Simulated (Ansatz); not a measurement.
**SrF$_{2}$ in the fluorite structure (space group Fm-3m, No. 225)**

Space group Fm-3m (No. 225); a = b = c = 5.758 Å, α = β = γ = 90.00°

```tsv
atom	site	symmetry	x	y	z
Sr	4a	m-3m	0.0000	0.0000	0.0000
F	8c	-43m	0.2500	0.2500	0.2500
```
(The calculation used a cell of 3 atoms; values per cell refer to that cell.)

Level of theory: PBEsol (Ansatz, a first-principles code; PAW; 420 eV plane waves; no spin-orbit coupling). Γ-centred 10×10×10 mesh, Fermi–Dirac width 0.05 eV.

| Item | Result |
|---|---|
| Volume per atom | 15.91 Å³ |
| Density | 4.37 g/cm³ |
| Band gap | 6.90 eV, indirect, X → Γ |
| Electron mass | 0.51 mₑ |
| Lowest conduction-band minima above the VBM | Γ 6.90 eV; X along ⟨100⟩ 8.14 eV |
| Total energy | -1699.790 eV/atom (σ→0; compares only within this code and set-up) |

Effective masses come from finite differences of ±0.01 Å⁻¹. No phonon test of stability was made.
